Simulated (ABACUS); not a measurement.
**Os under changes of volume**

One of the cells (14.716 Å³/atom); the others are scaled copies at fixed shape and fractional positions:

```
Os
1.0
     0.00000    1.94500    1.94500
     1.94500    0.00000    1.94500
     1.94500    1.94500    0.00000
Os
1
Direct
  0.00000 0.00000 0.00000
```

This isn't the form of Os at room conditions, which is hcp.

* Program: ABACUS 3.10.1
* Functional: PBE
* Potentials or basis: PseudoDojo NC SR 0.4.1 PBE standard
* Cutoff: 1361 eV
* Density cutoff: 5442 eV
* Basis: TZDP LCAO (the cutoffs set its grid)
* k mesh: 12 × 12 × 12
* Occupations: fermi-dirac, width 0.05 eV
* Spin: no spin polarisation

| volume (Å³/atom) | energy over the lowest point (meV/atom) | pressure (GPa) |
| --- | --- | --- |
| 13.833 | 21.13 | 14.8 |
| 14.127 | 2.59 | 5.6 |
| 14.422 | 0.00 | -2.6 |
| 14.716 | ? | ? |
| 15.010 | 36.42 | -16.5 |
| 15.305 | 72.04 | -22.2 |
| 15.599 | 117.81 | -27.3 |

Task: What does the run at 14.716 Å³/atom give?

Result: Energy over the lowest point 11.88 meV/atom; pressure -10.0 GPa.

Worked out: A Birch-Murnaghan fit of order 3 (a polynomial in V^(-2/3)) to the other rows has its minimum at 14.32 Å³/atom with B0 = V·E''(V) = 394 GPa and B' = 4.8. It gives 11.87 meV/atom at 14.716 Å³/atom, against the run's 11.88, and -dE/dV = -10.0 GPa, against -10.0.

Energies are extrapolated to zero smearing.

Caveats: the atomic orbitals were generated for these runs and aren't a published set; the basis of atomic orbitals isn't converged, which shifts pressures, moduli and gaps.
